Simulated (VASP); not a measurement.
Crystal: CdSe.

```
CELL_PARAMETERS angstrom
4.30000 0.00000 0.00000
-2.15000 3.72391 0.00000
0.00000 0.00000 7.02000
ATOMIC_POSITIONS crystal
Cd 0.33333 0.66667 0.00000
Cd 0.66667 0.33333 0.50000
Se 0.33333 0.66667 0.38500
Se 0.66667 0.33333 0.88500
```

| Quantity | Value |
| --- | --- |
| Program | VASP 6.6.1 |
| Task | relaxation of cell and atoms |
| Functional | PBE |
| Potentials or basis | VASP PAW PBE potentials, release 64 (Cd, Se) |
| Cutoff | 520 eV |
| k mesh | 7 × 7 × 4 |
| Occupations | gaussian, width 0.1 eV |
| Spin | no spin polarisation |

At the start: pressure 3.3 GPa; volume 28.10 Å³/atom.

Task: Where does the relaxation end?

Result: Over 9 steps the energy falls by 22.4 meV/atom and the volume is 29.92 Å³/atom (+6.5 %); space group P6_3mc (No. 186, to 0.05 Å).

Step by step:
```csv
step,energy change (eV),largest force (eV/Å),pressure (GPa),volume (Å³)
1,0.0000,0.2912,3.33,112.41
2,-0.0787,0.0482,-0.89,122.18
3,-0.0854,0.0925,-0.09,119.88
4,-0.0853,0.0956,-0.01,119.73
5,-0.0867,0.0650,0.04,119.56
6,-0.0876,0.0140,0.14,119.30
7,-0.0886,0.0100,0.02,119.61
8,-0.0892,0.0032,-0.15,120.05
9,-0.0895,0.0074,0.01,119.67
```

Final structure:
```cif
data_structure
_symmetry_space_group_name_H-M 'P 1'
_symmetry_Int_Tables_number 1
_cell_length_a 4.3907
_cell_length_b 4.3907
_cell_length_c 7.1676
_cell_angle_alpha 90.000
_cell_angle_beta 90.000
_cell_angle_gamma 120.000
_cell_volume 119.67
loop_
_atom_site_label
_atom_site_type_symbol
_atom_site_fract_x
_atom_site_fract_y
_atom_site_fract_z
_atom_site_occupancy
Cd1 Cd 0.33333 0.66667 0.00452 1
Cd2 Cd 0.66667 0.33333 0.50452 1
Se1 Se 0.33333 0.66667 0.38048 1
Se2 Se 0.66667 0.33333 0.88048 1
```
